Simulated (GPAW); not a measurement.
# ZnS (Wurtzite-2H) (P6_3mc) in GPAW: further runs, part 2 of 2

GPAW 26.7.0.

## 3. Band structure, optPBE-vdW

Contents of run.py:

```python
from ase import Atoms
from ase.dft.bandgap import bandgap
from ase.io import write
from gpaw import GPAW, PW

atoms = Atoms(['Zn', 'Zn', 'S', 'S'],
              cell=[[3.811, 0.0, 0.0],
                    [-1.9055, 3.3004228138, 0.0],
                    [0.0, 0.0, 6.234]],
              scaled_positions=[[0.6666666667, 0.3333333333, 0.5],
                                [0.3333333333, 0.6666666667, 0.0],
                                [0.6666666667, 0.3333333333, 0.885],
                                [0.3333333333, 0.6666666667, 0.385]],
              pbc=True)

calc = GPAW(mode=PW(600),
            xc={'name': 'optPBE-vdW', 'backend': 'libvdwxc'},
            kpts={'size': (6, 6, 3), 'gamma': True},
            occupations={'name': 'fermi-dirac', 'width': 0.05},
            nbands=31,
            convergence={'density': 1e-05, 'energy': 1e-05},
            maxiter=150,
            txt='gpaw.txt')
atoms.calc = calc
energy = atoms.get_potential_energy()
forces = atoms.get_forces()
calc.write('gs.gpw')
write('result.traj', atoms)
print(f'Energy: {energy:.6f} eV')
print('Forces (eV/A):')
print(forces.round(4))
print('Fermi level:', round(calc.get_fermi_level(), 4), 'eV')
print(f'Gap: {bandgap(calc)[0]:.4f} eV, direct: {bandgap(calc, direct=True)[0]:.4f} eV')

path = atoms.cell.bandpath('GMKGALHA,LM,KH', npoints=60, eps=1e-4)
bs_calc = calc.fixed_density(kpts=path, symmetry='off', nbands=48,
                             convergence={'bands': 'CBM+6.0', 'eigenstates': 1e-6}, txt='bands.txt')
bs = bs_calc.band_structure()
bs.write('bs.json')
print(f'Gap on the path: {bandgap(bs_calc)[0]:.4f} eV')
```

Potentials or basis: GPAW PAW data sets (gpaw-data 1.2.1), pw.

On the command line:

```bash
> OMP_NUM_THREADS=1 python run.py
```

Wall time 3.4 min (1 thread of Arm Neoverse N1, shared host); peak memory 0.41 GiB.

The run converged. Its results:

* Free energy: -61.0688 eV
* Largest force: 0.350 eV/Å
* Band gap on the k mesh: 2.34 eV, direct
* Band gap along the path: 2.34 eV, direct

Forces in eV/Å, atoms in the order of the input:
```
Zn   0.000  0.000  0.350
Zn   0.000  0.000  0.350
S    0.000  0.000 -0.350
S    0.000  0.000 -0.350
```

Levels at the corners of the path, in eV from the valence-band top:
```tsv
point	band 16	band 17	band 18	band 19	band 20	band 21
Γ	-0.01	-0.01	0.00	2.34	3.09	6.36
M	-2.21	-1.53	-0.96	3.68	4.34	5.22
K	-2.18	-2.17	-2.17	4.51	5.97	5.97
Γ	-0.01	-0.01	0.00	2.34	3.09	6.36
A	-0.44	-0.44	-0.44	3.60	3.60	6.79
L	-1.63	-1.50	-1.50	3.69	3.69	5.22
H	-3.07	-1.23	-1.23	4.63	4.63	6.51
A	-0.44	-0.44	-0.44	3.60	3.60	6.79
L	-1.63	-1.50	-1.50	3.69	3.69	5.22
M	-2.21	-1.53	-0.96	3.68	4.34	5.22
K	-2.18	-2.17	-2.17	4.51	5.97	5.97
H	-3.07	-1.23	-1.23	4.63	4.63	6.51
```

Caveat: the PAW data sets were made with another functional, which shifts forces and pressure a little.

## 4. Equation of state, PBE

Contents of run.py:

```python
from ase.eos import EquationOfState
from ase.io import Trajectory, read
from ase.units import GPa
from gpaw import GPAW, PW, setup_paths

setup_paths.insert(0, '.')

atoms = read('ZnS.cif')

traj = Trajectory('eos.traj', 'w')
volumes, energies = [], []
for x in [0.94, 0.96, 0.98, 1.0, 1.02, 1.04, 1.06]:
    a = atoms.copy()
    a.set_cell(atoms.cell * x**(1 / 3), scale_atoms=True)
    calc = GPAW(mode=PW(600),
                xc='PBE',
                kpts={'size': (6, 6, 3), 'gamma': True},
                occupations={'name': 'fermi-dirac', 'width': 0.05},
                nbands=31,
                convergence={'density': 1e-05, 'energy': 1e-05},
                maxiter=150,
                txt=f'eos-{x:.2f}.txt')
    a.calc = calc
    energies.append(a.get_potential_energy(force_consistent=True))
    volumes.append(a.get_volume())
    p = -a.get_stress()[:3].mean() / GPa
    calc.write(f'eos-{x:.2f}.gpw')
    traj.write(a)
    print(f'{x:.2f} {volumes[-1]:10.4f} A^3 {energies[-1]:14.6f} eV {p:9.3f} GPa', flush=True)

v0, e0, B = EquationOfState(volumes, energies, eos='birchmurnaghan').fit()
print(f'V0 = {v0:.4f} A^3, E0 = {e0:.6f} eV, B0 = {B / GPa:.2f} GPa')
```

Contents of ZnS.cif:

```cif
data_ZnS
_cell_length_a 3.81100000
_cell_length_b 3.81100000
_cell_length_c 6.23400000
_cell_angle_alpha 90.00000000
_cell_angle_beta 90.00000000
_cell_angle_gamma 120.00000000
_space_group_name_H-M_alt 'P1'
_space_group_name_Hall 'P 1'
_space_group_IT_number 1
loop_
_space_group_symop_operation_xyz
'x,y,z'
loop_
_atom_site_label
_atom_site_type_symbol
_atom_site_symmetry_multiplicity
_atom_site_Wyckoff_symbol
_atom_site_fract_x
_atom_site_fract_y
_atom_site_fract_z
_atom_site_occupancy
Zn1 Zn 1 a 0.6666666667 0.3333333333 0.5000000000 1
Zn2 Zn 1 a 0.3333333333 0.6666666667 0.0000000000 1
S1 S 1 a 0.6666666667 0.3333333333 0.8850000000 1
S2 S 1 a 0.3333333333 0.6666666667 0.3850000000 1
```

Potentials or basis: PAW data sets generated in the run's folder for this functional, pw.

On the command line:

```bash
> gpaw-setup -f PBE S Zn
> OMP_NUM_THREADS=1 python run.py
```

The log of the run:

```text
__  _  _
 | _ |_)|_||  |
 |__||  | ||/\| - 26.7.0

Input parameters:
  mode=PW(ecut=600.0),
  convergence={'density': 1e-05, 'energy': 1e-05},
  kpts=MonkhorstPack(size=(6, 6, 3), gamma=True),
  maxiter=150,
  nbands=31,
  occupations=Occupations(name='fermi-dirac', width=0.05),
  xc=XC(name='PBE')

Diagonalizing LCAO Hamiltonian
Converting LCAO to pw mode

           S

           Zn
        S

        Zn

Atoms  # Å, Bohr magnetons
|   | symbol |         x |        y |        z |    initial magnetic moments |
|---|--------|-----------|----------|----------|-----------------------------|
| 0 |     Zn |  1.866601 | 1.077683 | 3.053370 | ( 0.0000,  0.0000,  0.0000) |
| 1 |     Zn | -0.000000 | 2.155366 | 0.000000 | ( 0.0000,  0.0000,  0.0000) |
| 2 |      S |  1.866601 | 1.077683 | 5.404465 | ( 0.0000,  0.0000,  0.0000) |
| 3 |      S | -0.000000 | 2.155366 | 2.351095 | ( 0.0000,  0.0000,  0.0000) |

Unit cell  # Å
| periodic |         x |        y |        z |  lengths |     angles |
|----------|-----------|----------|----------|----------|------------|
[... 162 lines left out ...]

Energy contributions:
  Kinetic:          30.201971
  Coulomb:         -24.805105
  Zero:              0.081670
  External:          0.000000
  Xc:              -19.127808
  Entropy:          -0.000000
  Spinorbit:         0.000000
  ----------------------------
  Free energy:     -13.649273
  Extrapolated:    -13.649273

dipole moment: (0.000000, 0.000000, -7.182040)  # |e|*Ang

Fermi level: 5.517
Eigenvalues  # (at kpt = [0.000, 0.000, 0.000])
| band index |      eig [eV] | occ [0-2] |
|------------|---------------|-----------|
|          0 |        -9.120 |     2.000 |
|        ... |               |           |
|         10 |        -1.451 |     2.000 |
|         11 |        -1.328 |     2.000 |
|         12 |        -1.004 |     2.000 |
|         13 |         3.586 |     2.000 |
|         14 |         3.586 |     2.000 |
|         15 |         4.515 |     2.000 |
[... 8 lines left out ...]
|         24 |        12.125 |     0.000 |
|         25 |        14.141 |     0.000 |
|        ... |               |           |
|         30 |        16.823 |     0.000 |

Gap: 2.534 eV
Transition (v -> c):
  (s=0, k=0, n=17, [0.00, 0.00, 0.00]) -> (s=0, k=0, n=18, [0.00, 0.00, 0.00])
No difference between direct/indirect transitions

Stress tensor  # eV/Ang^3
|         x |         y |         z |
|-----------|-----------|-----------|
| -0.056709 |  0.000000 |  0.000000 |
|  0.000000 | -0.056709 |  0.000000 |
|  0.000000 |  0.000000 | -0.036863 |

# Writing to eos-0.94.gpw (mode='')
```

stdout:

```text
0.94    73.7061 A^3     -13.649273 eV     8.026 GPa
0.96    75.2743 A^3     -13.718051 eV     5.941 GPa
0.98    76.8425 A^3     -13.767443 eV     4.065 GPa
1.00    78.4107 A^3     -13.799400 eV     2.378 GPa
1.02    79.9789 A^3     -13.815673 eV     0.860 GPa
1.04    81.5471 A^3     -13.817849 eV    -0.507 GPa
1.06    83.1153 A^3     -13.807290 eV    -1.738 GPa
V0 = 81.0117 A^3, E0 = -13.818600 eV, B0 = 69.46 GPa
```

eos-0.96.txt:

```text
SCF iterations
|iter     | |      energy | eigst |  dens |
|---------|-|-------------|-------|-------|
|iter:   1| |  -14.452017 | +0.11 |       |
|iter:   2| |  -14.287242 | -1.53 | -1.18 |
|iter:   3| |  -13.710970 | -1.37 | -1.23 |
|iter:   4| |  -13.714331 | -2.52 | -1.79 |
|iter:   5| |  -13.718005 | -3.55 | -2.23 |
[... 45 lines left out ...]
|        ... |               |           |
|         30 |        16.572 |     0.000 |

Gap: 2.437 eV
Transition (v -> c):
  (s=0, k=0, n=17, [0.00, 0.00, 0.00]) -> (s=0, k=0, n=18, [0.00, 0.00, 0.00])
No difference between direct/indirect transitions

Stress tensor  # eV/Ang^3
|         x |         y |         z |
|-----------|-----------|-----------|
| -0.042911 |  0.000000 |  0.000000 |
|  0.000000 | -0.042911 | -0.000000 |
|  0.000000 | -0.000000 | -0.025424 |

# Writing to eos-0.96.gpw (mode='')
```

Wall time 2.8 min (1 thread of Arm Neoverse V2, shared host); peak memory 0.32 GiB.

Results:

| Property | Result |
| --- | --- |
| Equilibrium volume | 20.25 Å³/atom |
| Bulk modulus at fixed shape and positions | 69 GPa |
| Pressure derivative of the bulk modulus | 4.4 |

Energy against volume, from the lowest point:
```
volume (Å³/atom)  energy (meV/atom)
          18.427              42.14
          18.819              24.95
          19.211              12.60
          19.603               4.61
          19.995               0.54
          20.387               0.00
          20.779               2.64
```

Caveat: the cell was scaled at fixed shape and fractional positions, which overstates the stiffness of a crystal with free parameters, most of all of layers and chains.

## 5. Overview

```tsv
task	level	potentials or basis	eigensolver	band path	band points	gap on the mesh (eV)	largest force (eV/Å)
band structure	TPSS	GPAW PAW data sets (gpaw-data 1.2.1), pw	davidson	GMKGALHA,LM,KH	100	2.40	0.33
band structure	optPBE-vdW	GPAW PAW data sets (gpaw-data 1.2.1), pw	-	GMKGALHA,LM,KH	60	2.34	0.35
equation of state	PBE	PAW data sets generated in the run's folder for this functional, pw	-	-	-	-	-
```

Alike in all rows: no spin polarisation; cell as given; k mesh 6 × 6 × 3; cutoff (eV) 600; smearing fermi-dirac 0.05 eV.

Caveats: the PAW data sets were made with another functional, which shifts forces and pressure a little (some runs); the cell was scaled at fixed shape and fractional positions, which overstates the stiffness of a crystal with free parameters, most of all of layers and chains (some runs).

Absolute energies hang on the potentials; compare differences alone.

## 6. How close it comes

Step 2. Measured gap of ZnS: 3.911 eV (direct; 4 K; a printed reference work, monograph). This calculation gives 2.40 eV (-1.51 eV). The value is that of TPSS, without temperature or zero-point motion.

Step 3. Measured gap of ZnS: 3.911 eV (direct; 4 K; a printed reference work, monograph). This calculation gives 2.34 eV (-1.57 eV). The value is that of optPBE-vdW, without temperature or zero-point motion.
